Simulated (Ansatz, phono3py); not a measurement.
# BaO (Fm-3m): lattice thermal conductivity, part 2 of 2

How well does the lattice of BaO conduct heat?

Experimental results on record:
- thermal conductivity 2.3 W/m/K near room temperature (given in “Combining the AFLOW GIBBS and Elastic Libraries to efficiently and robustly screen thermo-mechanical properties of solids”, 2017, arXiv:1611.05714)
- thermal conductivity 2.3 W/m/K near room temperature (given in “Predicting the lattice thermal conductivity of solids by solving the Boltzmann transport equation: AFLOW - AAPL an automated, accurate and efficient framework”, 2017, arXiv:1611.05481)

Ansatz 0.2.0; DFT LDA, scalar-relativistic, plane waves, PAW; PAW set soft_1.

So far, κ at 300 K (relaxation time) (W/m/K): step 6 (third-order constants on small settings) 6.55. The relaxed cell has a = 5.434 Å (conventional setting).

The database entry behind the starting cell differs from later determinations by our own check (about 0.7 % short), so it need not match the best structure at ambient conditions.

## (7) Third-order constants and the Boltzmann equation, k-mesh 6×6×6, third order supercell 3×3×3 (continued)

Relaxation-time solution. The share of κ carried by shorter paths by mean free path:

```tsv
mean free path (nm)	50 K	300 K	1000 K
0.316	0	0.01	0.139
0.464	0	0.023	0.233
0.681	0	0.053	0.381
1	0	0.125	0.518
1.47	0.001	0.215	0.622
2.15	0.001	0.342	0.696
3.16	0.003	0.466	0.754
4.64	0.009	0.58	0.786
6.81	0.018	0.663	0.814
10	0.025	0.722	0.856
14.7	0.034	0.763	0.86
21.5	0.063	0.797	0.874
31.6	0.132	0.831	0.884
46.4	0.231	0.849	0.884
68.1	0.314	0.865	0.947
100	0.414	0.876	0.947
147	0.468	0.876	1
215	0.504	0.921	1
316	0.576	0.943	1
464	0.626	1	1
681	0.689	1	1
1000	0.719	1	1
1470	0.726	1	1
2150	0.741	1	1
3160	0.793	1	1
4640	0.889	1	1
6810	0.963	1	1
10000	1	1	1
```

300 K; a sample spread over frequency. Mode lifetimes, by row, the first 40 of 90 rows:

```tsv
q1	q2	q3	branch	frequency (THz)	rms speed (km/s)	three-phonon rate (1/ps)	isotope rate (1/ps)	lifetime (ps)	mean free path (nm)
0	0	0.0526	1	0.422	2.35	0.0941	2.53e-7	10.6	25
0	0.0526	-0.1053	2	0.929	2.01	0.108	1.74e-5	9.27	18.6
0	0.1579	0.1579	1	1.214	1.86	0.0516	6.95e-5	19.3	36
0	0.1053	0.2105	2	1.329	1.77	0.47	1.17e-4	2.13	3.76
0	0.1579	-0.2105	1	1.486	1.02	1.29	2.16e-4	0.776	0.792
0	0.0526	0.3158	1	1.573	1.14	1.2	2.92e-4	0.834	0.954
0.1053	0.2105	0.3684	1	1.676	1.48	1.13	4.25e-4	0.881	1.31
0	0.0526	0.3684	2	1.745	0.8	1.17	5.50e-4	0.857	0.689
0.1053	0.2105	0.4211	1	1.81	1.41	1.2	7.30e-4	0.833	1.18
0.0526	0.1053	0.4737	1	1.848	0.74	1.34	9.69e-4	0.743	0.553
0	0.0526	0.4737	2	1.893	0.94	1.36	0.00107	0.736	0.688
0.0526	0.2105	-0.3158	1	1.939	1.03	1.32	0.00111	0.758	0.778
0	0.2105	0.3684	1	1.987	1	0.424	0.00115	2.35	2.36
0.1053	0.2632	-0.2632	1	2.059	1.35	1.23	0.0013	0.809	1.1
0	0.2105	-0.4211	1	2.084	0.69	1.24	0.00133	0.808	0.555
0	0.2632	-0.3684	1	2.124	0.74	1.2	0.00138	0.832	0.616
0	0.3158	0.3684	2	2.173	1.3	0.168	0.00142	5.89	7.68
0.1053	0.2632	-0.3684	1	2.21	1.09	1.15	0.00165	0.869	0.951
0.0526	0.3158	0.4737	1	2.266	0.92	0.39	0.00174	2.56	2.36
0	0.3158	-0.4737	1	2.306	0.39	0.441	0.00186	2.26	0.888
0	0.3684	-0.4737	1	2.337	0.22	0.264	0.00183	3.76	0.844
0	0.2105	-0.2105	2	2.372	2.01	0.284	0.0018	3.5	7.04
0	0.3158	0.4211	2	2.428	1.67	0.273	0.00144	3.64	6.07
0.1053	0.4211	-0.3158	1	2.507	1.43	0.587	0.00142	1.7	2.43
0.0526	0.2632	0.4737	2	2.566	1.69	0.549	0.00138	1.82	3.08
0.1053	0.4737	-0.4211	2	2.627	1.01	0.347	0.00128	2.87	2.89
0.1579	0.4211	-0.3684	1	2.705	1.37	0.546	0.00125	1.83	2.5
0.1579	0.3158	-0.4737	2	2.803	1.72	0.39	0.00121	2.55	4.4
0	0.1053	-0.1579	3	2.878	3.28	0.943	0.00103	1.06	3.48
0.1579	0.3684	-0.4211	2	2.977	1.55	0.408	0.00114	2.45	3.78
0.1053	0.3158	-0.3684	2	3.1	1.76	0.686	0.00119	1.46	2.57
0	0	0.1053	5	3.187	3.86	7.9	1.07e-4	0.127	0.488
0.0526	0.1579	-0.1579	3	3.296	2.68	0.878	0.00109	1.14	3.05
0.1053	0.3684	-0.3158	2	3.416	1.66	0.891	0.00107	1.12	1.86
0	0.2632	0.2632	3	3.522	1.71	1.25	6.01e-4	0.802	1.37
0.1053	0.2105	0.3684	3	3.619	1.97	0.992	8.20e-4	1.01	1.98
0.1579	0.4211	-0.2632	3	3.687	1.53	1.06	0.0014	0.94	1.44
0	0.3158	0.3684	3	3.772	0.52	3.33	0.00186	0.3	0.157
0	0.0526	0.3158	3	3.823	2.95	0.655	0.00291	1.52	4.48
0	0.3684	-0.4211	3	3.854	0.71	1.96	0.00388	0.508	0.361
```

Without the LO-TO term. Gamma linewidths, by row:

```tsv
branch	frequency (cm⁻¹)	three-phonon rate (1/ps)	isotope rate (1/ps)	FWHM (cm⁻¹)
4	82.6	6.5	1.67e-4	34.5
5	82.6	6.5	1.67e-4	34.5
6	82.6	6.5	1.67e-4	34.5
```

W/m/K, third of the trace; RTA populations with a boundary rate v/L added to each mode (Matthiessen's rule). Kappa by grain size, by row:

```tsv
T (K)	bulk	10 nm	30 nm	100 nm	300 nm	1000 nm	10000 nm	100000 nm
100	8.823	2.987	4.504	5.948	6.939	7.766	8.635	8.802
300	3.119	1.944	2.364	2.672	2.869	3.012	3.106	3.117
600	1.604	1.165	1.33	1.452	1.528	1.575	1.601	1.603
```

W/m/K, third of the trace; RTA populations with the isotope rates scaled. Kappa by mass disorder, by row:

```tsv
T (K)	no isotopes	as typed	variance x 3	variance x 10	variance x 30
100	8.886	8.823	8.703	8.336	7.556
300	3.125	3.119	3.107	3.069	2.969
600	1.605	1.604	1.601	1.591	1.564
```

At 300 K the relaxation-time value is 3.31 W/(m K).

## (8) The ladder

Ladder, by row:

```tsv
cells or q mesh	k mesh	pair cutoff	atoms in the supercell	q-mesh of the transport sums	κ at 300 K (relaxation time) (W/m/K)	κ at 300 K (full solution) (W/m/K)	core-minutes
4x4x4	8x8x8	2.867	16	11×11×11	6.553	6.83	29.3
6x6x6	6x6x6	3.993	54	19×19×19	3.307	3.556	180.3
```

## (9) Outcome

```yaml
highest_frequency: 404.6 cm⁻¹
debye_temperature_from_the_second_moment: 336 K
kappa_at_300_k_relaxation_time: 3.307 W/m/K
kappa_at_300_k_full_solution: 3.556 W/m/K
mean_free_path_at_half_of_kappa: 3.49 nm
share_of_kappa_above_the_three_lowest_branches: 0.303
```

**Reading.** The lattice of BaO conducts 3.56 W/(m K) at 300 K by LDA (mean over directions, full solution). The full solution lies +8 % from the relaxation-time value at 300 K. Above 300 K the relaxation-time κ falls as T^-0.77; the coherence part, which does not fall like the populations, is one cause of the flatter curve. Grains of 100 nm would keep 86 % of the bulk value at 300 K, and grains of 1 µm 97 %. Removing the natural isotope disorder raises κ at 300 K by 0 %. The first rung (16 atoms, cutoff 2.87 Å) gave 6.55 W/(m K) by relaxation time for 0.16 times the cost of the last; short cutoffs miss scattering channels and can err either way, and the meshes changed too. A measured thermal conductivity near room temperature is 2.3 W/m/K (arXiv:1611.05714); the calculated 3.56 W/m/K differs by +55 %. The relaxed cell is 4 % smaller in volume than the database cell, which stiffens most phonons and usually raises κ; no run here tested that. Four-phonon, defect and boundary scattering, which are left out, would lower the calculated value; thermal expansion is left out too. The sum rules changed one orbit of cubic constants by up to 24 %; by the manual a large change points to a short cutoff or, on a small and distant orbit, to noisy forces. Below 100 K the values hang on the q-mesh and, in a real crystal, on its size. The conductivities include the coherence part between close branches; the shares for grains, isotopes, branches and paths are of the relaxation-time populations alone. Cubic couplings among atoms farther apart than the pair cutoff are dropped, and neither the cutoff nor the q-mesh was shown to be converged here. The PAW files were made for PBE and are used here under another functional, for which the program regenerates the frozen cores.

[Logs are printed without paths, hosts, clocks, repeated set-up lines and the standing remarks that a program may print on its own settings, such as how far it seeks lower states.]

[Hosts, paths, dates, database ids (printed as entryN), source tags and the programs' standing remarks are cut or masked in the printed files.]

[A step with changed settings may run another functional than the one named; its input shows which.]
